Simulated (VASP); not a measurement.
## GaSb: single point with BLYP+D3(BJ)

**Experimental background.**

From a printed reference work, data compilation, for a bulk crystal of GaSb at 4.2 K: band gap 0.811 eV (direct).

Crystal: GaSb.

```
CELL_PARAMETERS angstrom
0.00000 3.07926 3.07926
3.07926 0.00000 3.07926
3.07926 3.07926 0.00000
ATOMIC_POSITIONS crystal
Sb 0.75000 0.75000 0.75000
Ga 0.00000 0.00000 0.00000
```

| Quantity | Value |
| --- | --- |
| Program | VASP 6.6.1 |
| Task | single point |
| Functional | BLYP |
| Dispersion | D3(BJ) |
| Potentials or basis | VASP PAW PBE potentials, release 64 (Sb, Ga_d) |
| Cutoff | 520 eV |
| k mesh | 8 × 8 × 8 |
| Occupations | fermi-dirac, width 0.05 eV |
| Spin | no spin polarisation |
| Dipole correction | no |
| Further INCAR settings | ALGO = Normal; EDIFF = 1e-07; NBANDS = 16 |

| Item | Value |
| --- | --- |
| Pressure | -0.4 GPa |
| Band gap on the k mesh | zero (filled and empty bands touch) |
| Dispersion energy per atom | -0.761 eV |

Levels at points of the mesh, in eV from the Fermi level:
| k point | band 6 | band 7 | band 8 | band 9 | band 10 | band 11 | band 12 | band 13 |
| --- | --- | --- | --- | --- | --- | --- | --- | --- |
| (0.00, 0.00, 0.00) | -11.39 | -0.29 | -0.04 | -0.04 | -0.04 | 2.77 | 2.77 | 2.77 |
| (0.50, 0.00, 0.00) | -9.84 | -6.31 | -1.16 | -1.16 | 0.31 | 3.77 | 3.77 | 6.66 |
| (0.50, 0.50, 0.00) | -9.04 | -6.80 | -2.52 | -2.52 | 0.96 | 1.40 | 8.45 | 8.45 |

It took 67 s on 1 thread of AMD EPYC 7R13, with other jobs on the host, peak memory 0.17 GiB.

Against the measured gap of GaSb, 0.811 eV (direct; 4.2 K; a printed reference work, data compilation), the calculated 0.00 eV is off by -0.81 eV. Spin-orbit coupling on Ga, Sb is left out. The value is that of BLYP+D3(BJ) on a finite k mesh, which can miss the band edges, without temperature or zero-point motion. Semilocal functionals fall short of measured gaps as a rule.

Caveat: the PAW data sets were made with another functional, which shifts forces and pressure a little; spin-orbit coupling is left out, which moves the levels of the heavy elements; pairwise dispersion overbinds metals, which lowers pressure and volume.
